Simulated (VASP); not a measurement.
A run of VASP 6.6.1 is set up as follows.

File POSCAR:

```
TePb
1.0
    0.0000000000      3.2678555474      3.2678555474
    3.2678555474      0.0000000000      3.2678555474
    3.2678555474      3.2678555474      0.0000000000
Te Pb
1 1
Direct
    0.5000000000      0.5000000000      0.5000000000
    0.0000000000      0.0000000000      0.0000000000
```

File INCAR.step1:

```
PREC     = Accurate       # precision mode
ENCUT    = 520            # plane-wave cutoff, eV
EDIFF    = 1E-5           # SCF threshold, eV
ISMEAR   = 0              # smearing method
SIGMA    = 0.01           # smearing width, eV
LREAL    = False          # projectors in reciprocal space
LASPH    = True           # aspherical terms in the spheres
NELM     = 60             # most SCF steps
ALGO     = Normal         # electronic algorithm
ISIF     = 2              # what is computed and relaxed
LWAVE    = True           # write WAVECAR
LCHARG   = False          # write CHGCAR
GGA      = PE             # functional
NBANDS   = 17             # bands
```

File INCAR.step2:

```
PREC     = Accurate       # precision mode
ENCUT    = 520            # plane-wave cutoff, eV
EDIFF    = 1E-6           # SCF threshold, eV
ISMEAR   = 0              # smearing method
SIGMA    = 0.01           # smearing width, eV
LREAL    = False          # projectors in reciprocal space
LASPH    = True           # aspherical terms in the spheres
NELM     = 60             # most SCF steps
ALGO     = Normal         # electronic algorithm
ISIF     = 2              # what is computed and relaxed
LWAVE    = False          # write WAVECAR
LCHARG   = False          # write CHGCAR
GGA      = PE             # functional
LHFCALC  = True           # exact exchange
AEXX     = 0.25           # exact-exchange fraction
PRECFOCK = Normal       
ISTART   = 1            
NBANDS   = 17             # bands
```

Contents of KPOINTS:

```
regular mesh
0
Gamma
  4 4 4
```

Potentials or basis: VASP PAW PBE potentials, release 64 (Te, Pb_d).

Run with:

```console
$ cat potpaw_PBE.64/Te/POTCAR potpaw_PBE.64/Pb_d/POTCAR > POTCAR
$ cp INCAR.step1 INCAR
$ mpirun -np 1 vasp_std > vasp.out
$ cp INCAR.step2 INCAR
$ mpirun -np 1 vasp_std > vasp.out
```

**Question.** What does it give for the band gap on the k mesh?

**Answer.** 1.81 eV.

**Question.** Predict the pressure.

**Answer.** -0.6 GPa.

Caveat: the PAW data sets were made with another functional, which shifts forces and pressure a little; spin-orbit coupling is left out, which moves the levels of the heavy elements.

**The experiment to reproduce.**

A printed reference work, monograph reports, for a bulk crystal of TePb at 4.2 K: band gap 0.19 eV (direct).

A measured gap of TePb is 0.19 eV (direct; 4.2 K; a printed reference work, monograph); the calculated 1.81 eV misses it by +1.62 eV. So large a miss can be the level of theory's own, or it may mean another phase, state or a wrong row. Spin-orbit coupling on Pb, Te is left out. The value is that of PBE0 on a finite k mesh, which can miss the band edges, without temperature or zero-point motion.
